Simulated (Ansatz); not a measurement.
W2C in Ansatz: the effect of functional

The system is W2C.

```xyz
3
Lattice="3.0286 0.0000 0.0000 -1.5143 2.6228 0.0000 0.0000 0.0000 4.6152" Properties=species:S:1:pos:R:3 pbc="T T T"
W     1.5143    0.8743    1.1707
W     0.0000    1.7485    3.4445
C     0.0000    0.0000    0.0000
```

The cell comes from a database or a generator and needn't be the stable form of this composition.

The cell isn't the ideal one: volume scaled by 0.96.

Alike in all runs:

```yaml
Program: Ansatz 0.2.0
Task: single point
Potentials_or_basis: Ansatz PAW
k_mesh: 10 × 10 × 6
Occupations: fermi-dirac, width 0.05 eV
Spin: no spin polarisation
```

| functional | cutoff | pressure (GPa) | largest force (eV/Å) |
| --- | --- | --- | --- |
| LDA | 420 eV (not typed: the program's choice for these potentials) | -1.9 | 0.08 |
| PBEsol | 420 eV (not typed: the program's choice for these potentials) | 4.0 | 0.20 |
| r2SCAN | 500 eV (not typed: the program's choice for these potentials) | ? | ? |

Question: What does the run with functional r2SCAN give?

Answer: Pressure 8.4 GPa; largest force 0.33 eV/Å.

Caveats: the PAW data sets come from PBE, with cores solved anew for the run's functional, which leaves a small shift of forces and pressure.
